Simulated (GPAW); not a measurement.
Crystal: TiSe.

```xyz
2
Lattice="3.4034 0.0000 0.0000 0.0000 3.4034 0.0000 0.0000 0.0000 3.4034" Properties=species:S:1:pos:R:3 pbc="T T T"
Ti    0.0000    0.0000    0.0000
Se    1.7017    1.7017    1.7017
```

The cell comes from a database or a generator and needn't be the stable form of this composition.

Base run:

| Property | Result |
| --- | --- |
| Program | GPAW 26.7.0 |
| Functional | PBE |
| Potentials or basis | GPAW PAW data sets (gpaw-data 1.2.1) |
| Cutoff | 600 eV |
| Basis | pw |
| k mesh | 6 × 6 × 6 |
| Occupations | gaussian, width 0.05 eV |
| Spin | collinear spin, ferromagnetic start |
| Starting moments | [2.0, 0.0] μB |
| Fixed moment | 2 μB |
| Hubbard terms | Ti d U = 3 eV |

Its results: pressure 1.6 GPa; site moments Ti +1.50; Se -0.03 μB.

Q: The run is repeated on the same cell with these changes: hubbard terms from Ti d U = 3 eV to none. What comes out?

A: Pressure -8.8 GPa; site moments Ti +1.34; Se -0.08 μB.

Caveats: the total moment is fixed, so each spin has its own Fermi level.
